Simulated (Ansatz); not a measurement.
Which way does CaS + ZnSe ⇌ CaSe + ZnS run?

Plane-wave DFT in Ansatz with scalar-relativistic PAW potentials, cutoff 420 eV, Γ-centred meshes chosen by cell and gap, Gaussian smearing with energies taken to zero width. Every cell was relaxed (cell and atoms) in a run of its own, within the symmetry of its start. Functional: PBE.

Total energies hold large constants for each element; a whole number of eV per atom of each element is taken off below, which cancels in a balanced reaction.

| compound | lowest structure computed | structures tried | V (Å³/atom) | gap on mesh (eV) | E (eV per formula unit, common shift removed) |
| --- | --- | --- | --- | --- | --- |
| CaS | Fm-3m | 4 | 23.29 | 2.38 | -4.2621 |
| ZnSe | F-43m | 2 | 23.54 | 1.15 | -1.5364 |
| CaSe | Fm-3m | 4 | 26.44 | 2.08 | -4.0030 |
| ZnS | F-43m | 11 | 20.15 | 2.02 | -1.7344 |

Task: Work out the reaction energy at 0 K.

Result: ΔE = E(CaSe) + E(ZnS) − E(CaS) − E(ZnSe) = 0.061 eV, or 5.9 kJ per mole of reaction (15.2 meV/atom). The left side is lower: Ca takes S and Zn takes Se. All four are computed as solids; where they are solids at ordinary conditions entropy changes little. A lower structure that wasn't tried would shift the value, and mixed crystals may lie lower than either side.